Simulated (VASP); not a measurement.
**TiC: single point with PBEsol**

Crystal: TiC.

```xyz
2
Lattice="0.0000 2.1640 2.1640 2.1640 0.0000 2.1640 2.1640 2.1640 0.0000" Properties=species:S:1:pos:R:3 pbc="T T T"
Ti    0.0000    0.1500    0.0000
C     2.1640    2.1640    2.1640
```

The cell isn't the ideal one: one atom moved.

```
Program             : VASP 6.6.1
Task                : single point
Functional          : PBEsol
Potentials or basis : VASP PAW PBE potentials, release 64 (Ti_sv, C)
Cutoff              : 520 eV
k mesh              : 14 × 14 × 14
Occupations         : gaussian, width 0.1 eV
Spin                : no spin polarisation
```

```
Pressure               : -3.2 GPa
Largest force          : 1.390 eV/Å
Band gap on the k mesh : none (metal or under the smearing width)
```

Forces on the atoms (eV/Å):
```
Ti   0.000 -1.390  0.000
C    0.000  1.390  0.000
```

Stress tensor (GPa, compression positive):
```
-5.34  0.00  0.00
 0.00  1.18  0.00
 0.00  0.00 -5.34
```

Levels at points of the mesh, in eV from the Fermi level:
```
           k point  band 5  band 6  band 7  band 8  band 9  band 10  band 11  band 12
(0.00, 0.00, 0.00)  -12.40    0.09    0.09    0.45    0.62     1.69     2.26     2.26
(0.50, 0.00, 0.00)   -8.90   -5.91   -2.93   -2.90    2.84     2.90     4.08     7.22
(0.50, 0.50, 0.00)  -10.08   -3.50   -2.19   -0.21    0.48     2.94     3.48     3.49
(0.50, 0.00, 0.50)  -10.09   -3.40   -1.73   -0.07   -0.07     2.71     3.49     3.49
```

Wall time 44 s on 1 thread of Intel(R) Xeon(R) Platinum 8259CL CPU @ 2.50GHz (Skylake/Cascade Lake), on a shared host, peak memory 0.2 GiB.

Caveat: the PAW data sets were made with another functional, which shifts forces and pressure a little.
